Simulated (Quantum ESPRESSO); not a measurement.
Write the native input for Quantum ESPRESSO 7.5 that does the following.

| Quantity | Value |
| --- | --- |
| Task | band structure |
| Functional | PBEsol |
| Potentials or basis | PseudoDojo 0.4 SR PBEsol stringent |
| Cutoff | 1415 eV |
| Density cutoff | 5660 eV |
| k mesh | 9 × 9 × 9 |
| Occupations | fermi-dirac, width 0.05 eV |
| Spin | collinear spin, ferromagnetic start |
| Starting moments | [1.0, 0.0] μB |
| Mixing beta | 0.3 |
| Most SCF iterations | 120 |
| SCF threshold | 4e-10 Ry |

The system is AlNi.

```
Ni Al
1.0
     2.88100    0.00000    0.00000
     0.00000    2.88100    0.00000
     0.00000    0.00000    2.88100
Ni Al
1 1
Direct
  0.50000 0.50000 0.50000
  0.00000 0.00000 0.00000
```

These files were run (other wordings do the same):

pw.in

```
&CONTROL
  calculation = 'scf'
  prefix = 'pwscf'
  outdir = './tmp'
  pseudo_dir = './pseudo'
  tprnfor = .true.
  tstress = .true.
  disk_io = 'low'
/
&SYSTEM
  ibrav = 0
  nat = 2
  ntyp = 2
  ecutwfc = 104
  nbnd = 20
  occupations = 'smearing'
  smearing = 'fd'
  degauss = 0.00367493
  nspin = 2
  starting_magnetization(1) = 0.0556
  starting_magnetization(2) = 0
/
&ELECTRONS
  conv_thr = 4d-10
  electron_maxstep = 120
  mixing_beta = 0.3
/
ATOMIC_SPECIES
Ni    58.6934 Ni.upf
Al    26.9815 Al.upf
CELL_PARAMETERS bohr
   5.4443009650    0.0000000000    0.0000000000
   0.0000000000    5.4443009650    0.0000000000
   0.0000000000    0.0000000000    5.4443009650
ATOMIC_POSITIONS bohr
Ni     2.7221504825    2.7221504825    2.7221504825
Al     0.0000000000    0.0000000000    0.0000000000
K_POINTS automatic
9 9 9 0 0 0
```

bands.in

```
&CONTROL
  calculation = 'bands'
  prefix = 'pwscf'
  outdir = './tmp'
  pseudo_dir = './pseudo'
  disk_io = 'low'
  verbosity = 'high'
/
&SYSTEM
  ibrav = 0
  nat = 2
  ntyp = 2
  ecutwfc = 104
  nbnd = 20
  occupations = 'smearing'
  smearing = 'fd'
  degauss = 0.00367493
  nspin = 2
  starting_magnetization(1) = 0.0556
  starting_magnetization(2) = 0
/
&ELECTRONS
  conv_thr = 1d-08
  electron_maxstep = 120
  mixing_beta = 0.3
  diago_full_acc = .true.
  startingwfc = 'random'
/
ATOMIC_SPECIES
Ni    58.6934 Ni.upf
Al    26.9815 Al.upf
CELL_PARAMETERS bohr
   5.4443009650    0.0000000000    0.0000000000
   0.0000000000    5.4443009650    0.0000000000
   0.0000000000    0.0000000000    5.4443009650
ATOMIC_POSITIONS bohr
Ni     2.7221504825    2.7221504825    2.7221504825
Al     0.0000000000    0.0000000000    0.0000000000
K_POINTS crystal
60
 0.0000000000  0.0000000000  0.0000000000 1
 0.0000000000  0.0714285714  0.0000000000 1
 0.0000000000  0.1428571429  0.0000000000 1
 0.0000000000  0.2142857143  0.0000000000 1
 0.0000000000  0.2857142857  0.0000000000 1
 0.0000000000  0.3571428571  0.0000000000 1
 0.0000000000  0.4285714286  0.0000000000 1
 0.0000000000  0.5000000000  0.0000000000 1
 0.0714285714  0.5000000000  0.0000000000 1
 0.1428571429  0.5000000000  0.0000000000 1
 0.2142857143  0.5000000000  0.0000000000 1
 0.2857142857  0.5000000000  0.0000000000 1
 0.3571428571  0.5000000000  0.0000000000 1
 0.4285714286  0.5000000000  0.0000000000 1
 0.5000000000  0.5000000000  0.0000000000 1
 0.4545454545  0.4545454545  0.0000000000 1
 0.4090909091  0.4090909091  0.0000000000 1
 0.3636363636  0.3636363636  0.0000000000 1
 0.3181818182  0.3181818182  0.0000000000 1
 0.2727272727  0.2727272727  0.0000000000 1
 0.2272727273  0.2272727273  0.0000000000 1
 0.1818181818  0.1818181818  0.0000000000 1
 0.1363636364  0.1363636364  0.0000000000 1
 0.0909090909  0.0909090909  0.0000000000 1
 0.0454545455  0.0454545455  0.0000000000 1
 0.0000000000  0.0000000000  0.0000000000 1
 0.0357142857  0.0357142857  0.0357142857 1
 0.0714285714  0.0714285714  0.0714285714 1
 0.1071428571  0.1071428571  0.1071428571 1
 0.1428571429  0.1428571429  0.1428571429 1
 0.1785714286  0.1785714286  0.1785714286 1
 0.2142857143  0.2142857143  0.2142857143 1
 0.2500000000  0.2500000000  0.2500000000 1
 0.2857142857  0.2857142857  0.2857142857 1
 0.3214285714  0.3214285714  0.3214285714 1
 0.3571428571  0.3571428571  0.3571428571 1
 0.3928571429  0.3928571429  0.3928571429 1
 0.4285714286  0.4285714286  0.4285714286 1
 0.4642857143  0.4642857143  0.4642857143 1
 0.5000000000  0.5000000000  0.5000000000 1
 0.4545454545  0.5000000000  0.4545454545 1
 0.4090909091  0.5000000000  0.4090909091 1
 0.3636363636  0.5000000000  0.3636363636 1
 0.3181818182  0.5000000000  0.3181818182 1
 0.2727272727  0.5000000000  0.2727272727 1
 0.2272727273  0.5000000000  0.2272727273 1
 0.1818181818  0.5000000000  0.1818181818 1
 0.1363636364  0.5000000000  0.1363636364 1
 0.0909090909  0.5000000000  0.0909090909 1
 0.0454545455  0.5000000000  0.0454545455 1
 0.0000000000  0.5000000000  0.0000000000 1
 0.5000000000  0.5000000000  0.0000000000 1
 0.5000000000  0.5000000000  0.0625000000 1
 0.5000000000  0.5000000000  0.1250000000 1
 0.5000000000  0.5000000000  0.1875000000 1
 0.5000000000  0.5000000000  0.2500000000 1
 0.5000000000  0.5000000000  0.3125000000 1
 0.5000000000  0.5000000000  0.3750000000 1
 0.5000000000  0.5000000000  0.4375000000 1
 0.5000000000  0.5000000000  0.5000000000 1
```

Potentials or basis: PseudoDojo 0.4 SR PBEsol stringent.

Command:

```bash
$ OMP_NUM_THREADS=1 mpirun -n 2 pw.x -nk 2 -in pw.in > pw.out
$ OMP_NUM_THREADS=1 mpirun -n 2 pw.x -nk 2 -in bands.in > bands.out
```

It gave:

```json
{
 "Pressure": "-3.3 GPa",
 "Band gap on the k mesh": "none (metal or under the smearing width)",
 "Net moment": "0.00 μB per cell",
 "Absolute moment": "0.00 μB per cell",
 "Valence electrons inside the program's atomic spheres": "Ni 16.82; Al 1.24"
}
```

Wall time 2.2 min on 2 MPI ranks on Intel(R) Xeon(R) Processor @ 2.50GHz (Skylake/Cascade Lake), with other jobs on the host, peak memory 0.22 GiB a rank.
